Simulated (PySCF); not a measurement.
Compound: propionate ion, C3H5O2 (charge -1).
Bonds: C1–C2, C2–C3, C3–O4 (double), C3–O5. Hydrogens: H6, H7, H8 on C1; H9, H10 on C2.

The geometry is computed with GFN2-xTB (gas phase).

List the bond lengths, angles and torsions at this level.

```json
{"bond": "C1–C2", "length (bohr)": "2.875"}
{"bond": "C2–C3", "length (bohr)": "3.006"}
{"bond": "C3=O4, C3–O5", "length (bohr)": "2.341"}
{"bond": "C1–H6, C1–H7, C1–H8", "length (bohr)": "2.062"}
{"bond": "C2–H9, C2–H10", "length (bohr)": "2.067"}
```

Bonds in one row agree within 0.02 bohr and their mean is given. A selection of angles:
```json
{"angle": "C2–C1–H6", "degrees": "112.0"}
{"angle": "C2–C1–H7", "degrees": "109.3"}
{"angle": "H6–C1–H7", "degrees": "108.7"}
{"angle": "H6–C1–H8", "degrees": "108.4"}
{"angle": "C1–C2–C3", "degrees": "110.1"}
{"angle": "C1–C2–H9", "degrees": "109.7"}
{"angle": "C1–C2–H10", "degrees": "110.6"}
{"angle": "C3–C2–H9", "degrees": "108.2"}
{"angle": "C3–C2–H10", "degrees": "109.1"}
{"angle": "H9–C2–H10", "degrees": "109.1"}
{"angle": "C2–C3–O4", "degrees": "115.2"}
{"angle": "O4–C3–O5", "degrees": "129.1"}
```

Torsions: C1–C2–C3–O4 -71° (synclinal). The mirror-image conformer, all signs reversed, is as good.

The C–C distances run from 1.521 Å (C1–C2, drawn single) to 1.591 Å (C2–C3, drawn single), a spread of 0.070 Å. Of the pairs four or more bonds apart, O4···H7 is among the closest relative to their van der Waals radii: 2.73 Å, 101 % of the sum of Bondi's values. C3 (carboxylate carbon) is planar (angles 129.1°, 115.7° and 115.2°, sum 360.0°, 0.00 Å off the plane of its three neighbours).

Point group: C1 (no symmetry element, even within 0.4 Å). Stationary, but not proved a minimum.
